Q: I have the highest filled states of a two-layer slab of HfS₂, divided among its atomic planes. I wanted to see whether these states gather at the surface. How should I read the shares?

Clean two-layer HfS₂ slab, computed with Ansatz 0.2.0 using scalar-relativistic PBE+D3(BJ), PAW, a 420 eV plane-wave cutoff, a 27 × 27 × 1 k mesh and 0.05 eV Gaussian smearing, without spin polarization. Plane shares are fractions of the states between −0.85 and 0 eV, with energies counted from mid-gap; heights are measured from the topmost atom.

```
row  plane share  plane formula  plane height (Å)
  1        0.211              S            -8.706
  2        0.085             Hf            -7.261
  3        0.205              S            -5.818
  4        0.203              S            -2.887
  5        0.085             Hf            -1.444
  6        0.211              S             0.000
```

A: Begin with what is being shared out. Energies are counted from the middle of the gap, and the highest filled level lies 0.62 eV below that point. The window reaches down to −0.85 eV, so only its lowest 0.23 eV contains states and the rest is empty gap. The plane share is the fraction of those electrons that falls to each plane. The plane height is measured from the topmost atom, so the rows climb from the bottom face to the top face.

Q: Then how much of the valence band am I looking at?

A: Very little. Four sulfur atoms with three 3p orbitals each have room for 24 electrons, and the window holds 0.39 of them, less than 2%. The table is a portrait of the band top, where a hole would go, and not of the electrons that hold the crystal together.

The position of the window matters too. Density functional theory of this kind makes gaps too small, and here the gap is 1.23 eV. If the true gap were wider than 1.7 eV, its lower edge would lie more than 0.85 eV below the middle, and the same window would be empty. To compare with an experiment, measure from the band edge and not from mid-gap.

Q: The first thing I notice is that the two hafnium rows drop out of line. Why are they so low?

A: Because the states at the band top are built mainly from sulfur orbitals. Each S plane holds more than twice as much as either Hf plane, and the four S planes together hold 83%. The shares show where the electrons are; that they sit in sulfur orbitals is standard chemistry. Hafnium has four valence electrons, and it gives them up to fill the 3p shells of two sulfur atoms. The filled band is then mostly S 3p, and the empty band above the gap is mostly Hf 5d.

There is a second step, which concerns the top of the band in particular. When a filled sulfur orbital mixes with an empty hafnium orbital above it, the filled state is pushed down in energy. The combinations that mix most strongly sink deep into the valence band. Those left at the top are the ones that mix least, so theory expects the band top to be poorer in hafnium than the band as a whole.

Q: Yet each Hf plane still has 0.085. Is that the hafnium d character of the states?

A: Not necessarily. A share by plane tells where the electrons are, not which orbital they belong to. Sulfur 3p orbitals are wide, and the Hf plane lies only 1.44 Å from the S planes on either side, so their tails reach into it.

A simple control shows how much geometry alone can do. Suppose space is cut midway between neighbouring planes and filled with a perfectly uniform density. The slice around one Hf plane is 1.444 Å thick, and two layers with a repeat of 5.818 Å take up 11.636 Å:

1.444 / 11.636 = 0.124

So even a featureless density would put only 12% in each Hf plane, against 19% in each S plane, because the Hf slices are thinner. With such slices, part of the drop you noticed is plain geometry. The rest is not: the actual Hf share is about two thirds of that 12%. Still, the 0.085 can't be read as a percentage of d orbital. How it divides between true mixing and sulfur tails is left undecided by these numbers.

Q: Now the sulfur planes. Two of them face vacuum and two face each other inside the slab. I expected a clear difference, and they are almost the same.

A: Think first of one layer alone. In this structure each Hf atom sits at a centre of inversion of its layer, and the inversion swaps the S plane above with the S plane below. In an isolated layer the two must therefore hold equal shares. Bringing up a second layer removes that symmetry, since one S plane now faces vacuum and the other faces sulfur. The difference between outer and inner planes thus shows how far the neighbouring layer changes the shape of the band top, summed over the states in the window.

That difference is small. On average an outer S plane holds 0.007 more than an inner one, about 3% of its share. For scale, rows 3 and 4 are equivalent by the symmetry of the whole slab and still differ by 0.002, which is numerical noise. I wouldn't build a physical story on an excess only a few times larger than that.

Q: But a surface is a violent interruption of a crystal. Why does the band top hardly notice it?

A: Because this surface interrupts very little. Every sulfur atom, outer or inner, has three hafnium neighbours at 2.55 Å. The slab ends where the crystal has a natural gap, so no Hf–S bond is cut and no half-filled orbital is left pointing into vacuum. Such broken-bond orbitals are the usual source of states that cling to a surface and lie in the gap.

This is the part that matters if HfS₂ is to serve as a transistor channel, where levels in the gap trap charge. In this calculation the slab, with two clean and perfect faces, keeps an empty gap of 1.23 eV. That holds for a flat terrace; steps, sulfur vacancies and oxidised patches do break bonds, and the argument does not protect them.

Q: Could there still be a surface state that I fail to recognise, because the slab is so thin?

A: Let us work out what one would look like. Let z be the height from the middle of the slab, and let a state on each face fade inwards over a length L. The two together give each S plane a weight

w(z) = exp(z/L) + exp(−z/L)

For L take one layer repeat, 5.82 Å, which is an assumption and not a fitted value. The outer S planes lie at z = 4.35 Å and the inner ones at 1.47 Å, on both sides of the middle:

w(outer) = 2.59
w(inner) = 2.06

The outer planes should then hold about a quarter more than the inner ones, against the 3% in the table. A state that fades from plane to plane in this way and supplies most of the window would have been plain to see. Two other kinds could hide. One that fades over several layers would look nearly flat in so thin a slab. One spread evenly over the two S planes of an outer layer would look flat too, because both layers here are outer layers. To find either, you need a thicker slab.

Q: What about the opposite case? The inner S planes face each other across the gap between the layers. Shouldn't their orbitals interact and pull the states inwards?

A: They would if the orbitals pointed at each other. Take one p orbital per S plane, directed across the layers, and link the four planes in a chain. Let the coupling t be the same through the hafnium and across the gap, a simple choice that puts the layers in strong contact. With amplitude a on an outer plane, b on an inner plane, and the energy E counted from that of the single orbital, the highest state obeys

E a = t b
E b = t a + t b

Writing r = b/a turns this into r = 1 + 1/r, so r = 1.62 and r² = 2.62. Each layer has half of the sulfur total, 0.415, to divide between its two S planes:

inner share = 0.415 × 2.62 / 3.62 = 0.30
outer share = 0.415 × 1 / 3.62 = 0.11

The table has 0.20 and 0.21. A single state of this kind is far from what the calculation found.

Q: So the layers don't interact?

A: That goes one step too far. The state has a partner in which the two inner orbitals combine with the opposite sign. The second equation becomes E b = t a − t b, which gives r = 0.62, and the shares change places: now the outer planes hold 0.30. Add the two states and every S plane has the same share again. Interaction between layers moves weight inwards in one partner and outwards in the other, and a window that catches both sees none of it.

The two partners lie apart in energy by exactly the coupling across the gap, here t. If that coupling is small compared with the 0.23 eV of band inside the window, both are caught and the profile is flat. If it were much larger, only the upper partner would be caught. The inner planes would then stand out, unless the coupling within a layer were larger still, for in that case each partner is nearly even by itself. The even shares therefore speak against one case only: a coupling across the gap that is much larger than the filled 0.23 eV of the window and also rivals the coupling within a layer. They don't say that the layers ignore each other.

Q: Is there a reason to expect a weak coupling? The facing S planes are only 2.93 Å apart.

A: The direction of the orbitals is the likely reason. In HfS₂ and its close relative ZrS₂ the band top is expected to consist mainly of p orbitals that lie in the plane of the layer. They overlap mostly sideways with the sulfur across the gap, and sideways overlap is poor. Orbitals pointing across the gap overlap much better, and their states are spread over a wider range of energy. The plane shares fit this picture but don't test it, since they don't tell one direction of p orbital from another.

Q: What would you write down as the model, then?

A: Equal weight on every S plane, and a smaller equal weight on every Hf plane. I take the sulfur total from the table and divide it by four, which gives 0.2075 per plane. All four S rows enter that average, and the largest miss is about 2% of a share. Symmetry makes the two halves of the slab copies of each other, so the only real test is outer against inner sulfur.

The reasoning carries over more safely than the number. For another slab, ask first which atom supplies the filled orbitals at the band edge; its planes will hold most of the window. Then ask whether the surface has cut any of that atom's bonds. If it has not, ask whether symmetry makes the two faces of a single layer alike, as it does here. If so, and if the coupling between layers is small compared with the stretch of band in your window, expect the outermost plane to look much like the opposite face of its own layer.

Q: And what would you calculate next?

A: The same shares in a much narrower window, just below the highest filled level, with spin-orbit coupling switched on because it can split levels that share one energy without it. If the four S planes stay equal there, the neighbouring layer hardly changes the shape of the states at the very top. If the inner planes gain, the present evenness comes from adding partners that lean in opposite directions. Which of the two holds is the question this table leaves open.
